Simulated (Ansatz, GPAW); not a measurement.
# MnS: programs and potentials compared

```
Mn S
1.0
     0.00000    2.47346    2.47346
     2.47346    0.00000    2.47346
     2.47346    2.47346    0.00000
Mn S
1 1
Direct
  0.00000 0.00000 0.00000
  0.75000 0.75000 0.75000
```

The cell is a database's computed one, not the measured one.

Alike in all runs: task band structure; functional PBEsol; k mesh 9 × 9 × 9; occupations fermi-dirac, width 0.05 eV; collinear spin, ferromagnetic start; no spin-orbit coupling. Pressure is positive in compression and, in plane waves, holds the error of the finite cutoff, which Ansatz's Pulay term estimates and takes out.

```
                           program and potentials  plane-wave cutoff (eV)                                                                                   notes  pressure (GPa)  net moment per atom (μB)
                               Ansatz, Ansatz PAW                     420  potentials made for PBE, which Ansatz adapts in part; Pulay term of +0.02 GPa included           -3.01                      0.12
   Ansatz, all-electron LAPW, scalar-relativistic                       -                                                                                       -           -3.00                      0.12
GPAW, PAW data sets generated for this functional                     600                                                                                       -           -2.29                      0.11
```

The pressure spans -3.01 (Ansatz, Ansatz PAW) to -2.29 GPa (GPAW, PAW data sets generated for this functional), with all-electron results at -3.00. The net moment per atom spans 0.11 (GPAW, PAW data sets generated for this functional) to 0.12 μB (Ansatz, all-electron LAPW, scalar-relativistic), with all-electron results at 0.12. The state is the one that the start led to, which needn't be the lowest.

The functional is the same throughout but for its coding, so the spread measures potentials, basis and numerics; runs on potential files found faulty are left out.
